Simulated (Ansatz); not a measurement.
The system is GaN.

```xyz
4
Lattice="3.1800 0.0000 0.0000 -1.5900 2.7540 0.0000 0.0000 0.0000 5.1660" Properties=species:S:1:pos:R:3 pbc="T T T"
Ga    1.5900    0.9180    2.5830
Ga    0.0000    1.8360    0.0000
N     1.5900    0.9180    4.5203
N     0.0000    1.8360    1.9373
```

Base run:

| Property | Result |
| --- | --- |
| Program | Ansatz 0.2.0 |
| Functional | LDA |
| Potentials or basis | Ansatz PAW |
| Cutoff | 420 eV (not typed: the program's choice for these potentials) |
| k mesh | 10 × 10 × 5 |
| Occupations | fermi-dirac, width 0.05 eV |
| Spin | no spin polarisation |

Its results: band gap on the k mesh 1.97 eV, direct; pressure -4.5 GPa; largest force 0.126 eV/Å.

Problem. After a change of settings the same cell gave: band gap on the k mesh 2.01 eV, direct; pressure 11.5 GPa; largest force 0.142 eV/Å. Which change was it?
A. occupations from fermi-dirac, width 0.05 eV to gaussian, width 0.1 eV
B. functional from LDA to HSE06; k mesh from 10 × 10 × 5 to 5 × 5 × 3
C. functional from LDA to RPBE
D. occupations from fermi-dirac, width 0.05 eV to gaussian, width 0.05 eV; dispersion from none to D4

Solution. C.

RPBE binds less tightly than LDA, so the same cell stands under more pressure.

Caveats: the PAW data sets come from PBE, with cores solved anew for the run's functional, which leaves a small shift of forces and pressure.

Runs at the PBE level aren't shown here.
